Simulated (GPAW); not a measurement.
A run of GPAW 26.7.0 is set up as follows.

run.py

```python
from ase import Atoms
from ase.dft.bandgap import bandgap
from ase.io import write
from ase.units import GPa
from gpaw import GPAW, PW, setup_paths

setup_paths.insert(0, '.')

atoms = Atoms(['Ir', 'Ir'],
              cell=[[2.7513778946, 0.0, 0.0],
                    [-1.3756889473, 2.3827631521, 0.0],
                    [0.0, 0.0, 4.46229]],
              scaled_positions=[[0.3333333333, 0.6666666667, 0.25],
                                [0.6666666667, 0.3333333333, 0.75]],
              pbc=True)

calc = GPAW(mode=PW(600),
            xc='PBEsol',
            kpts={'size': (9, 9, 5), 'gamma': True},
            occupations={'name': 'fermi-dirac', 'width': 0.05},
            nbands=28,
            convergence={'density': 1e-05, 'energy': 1e-05},
            maxiter=150,
            txt='gpaw.txt')
atoms.calc = calc
energy = atoms.get_potential_energy()
forces = atoms.get_forces()
stress = atoms.get_stress()
calc.write('gs.gpw')
write('result.traj', atoms)
print(f'Energy: {energy:.6f} eV')
print('Forces (eV/A):')
print(forces.round(4))
print('Stress (GPa):', (stress / GPa).round(3))
print('Fermi level:', round(calc.get_fermi_level(), 4), 'eV')
print(f'Gap: {bandgap(calc)[0]:.4f} eV, direct: {bandgap(calc, direct=True)[0]:.4f} eV')

path = atoms.cell.bandpath('GMKGALHA,LM,KH', npoints=80, eps=1e-4)
bs_calc = calc.fixed_density(kpts=path, symmetry='off', nbands=39,
                             convergence={'bands': 'CBM+6.0', 'eigenstates': 1e-6}, txt='bands.txt')
bs = bs_calc.band_structure()
bs.write('bs.json')
print(f'Gap on the path: {bandgap(bs_calc)[0]:.4f} eV')
```

Potentials or basis: PAW data sets generated in the run's folder for this functional, pw.

The run is started by

```bash
$ gpaw-setup -f PBEsol Ir
$ OMP_NUM_THREADS=1 python run.py
```

(1) What does it give for the band gap along the path?

(2) What does it give for the pressure?

## Answers

(1) none (metal or under the smearing width).

(2) -13.6 GPa.

Caveat: spin-orbit coupling is left out, which moves the levels of the heavy elements.
